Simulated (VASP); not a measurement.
The system is MoSe2.

```xyz
6
Lattice="3.3601 0.0000 0.0000 -1.6800 2.9099 0.0000 0.0000 0.0000 14.9078" Properties=species:S:1:pos:R:3 pbc="T T T"
Mo    0.0000    1.9399    3.7269
Mo    1.6800    0.9700   11.1808
Se    0.0000    1.9399    9.4899
Se    1.6800    0.9700    2.0360
Se    0.0000    1.9399   12.8717
Se    1.6800    0.9700    5.4178
```

The cell isn't the ideal one: a relaxed cell with its volume scaled by 1.04.

| Quantity | Value |
| --- | --- |
| Program | VASP 6.6.1 |
| Task | relaxation of shape and atoms at fixed volume |
| Functional | PBE |
| Potentials or basis | VASP PAW PBE potentials, release 64 (Mo, Se) |
| Cutoff | 300 eV |
| k mesh | 5 × 5 × 1 |
| Occupations | gaussian, width 0.03 eV |
| Spin | no spin polarisation |

At the start: pressure -3.9 GPa; volume 24.29 Å³/atom.

Problem. Where does the relaxation end?

Solution. Over 8 steps the energy falls by 11.4 meV/atom; space group P6_3/mmc (No. 194, to 0.05 Å).

The path:
```csv
step,energy change (eV),largest force (eV/Å),pressure (GPa)
1,0.0000,0.5680,-3.90
2,-0.0354,0.1039,-2.13
3,-0.0358,0.0525,-1.94
4,-0.0549,0.0244,-1.26
5,-0.0682,0.0314,0.02
6,-0.0682,0.0298,-0.02
7,-0.0682,0.0272,-0.23
8,-0.0683,0.0006,-0.13
```

Final structure:
```yaml
crystal:
  lattice:
    - [3.31861, 0.00000, 0.00000]
    - [-1.65930, 2.87400, 0.00000]
    - [0.00000, 0.00000, 15.28272]
  atoms:
    - { symbol: Mo, position: [0.33333, 0.66667, 0.25000] }
    - { symbol: Mo, position: [0.66667, 0.33333, 0.75000] }
    - { symbol: Se, position: [0.33333, 0.66667, 0.64083] }
    - { symbol: Se, position: [0.66667, 0.33333, 0.14083] }
    - { symbol: Se, position: [0.33333, 0.66667, 0.85917] }
    - { symbol: Se, position: [0.66667, 0.33333, 0.35917] }
```

Caveat: the k mesh is coarse (spacing up to 0.43 Å⁻¹), so the values aren't converged; this functional lacks dispersion, which binds the layers, so the pressure and a relaxed spacing across them are unreliable.
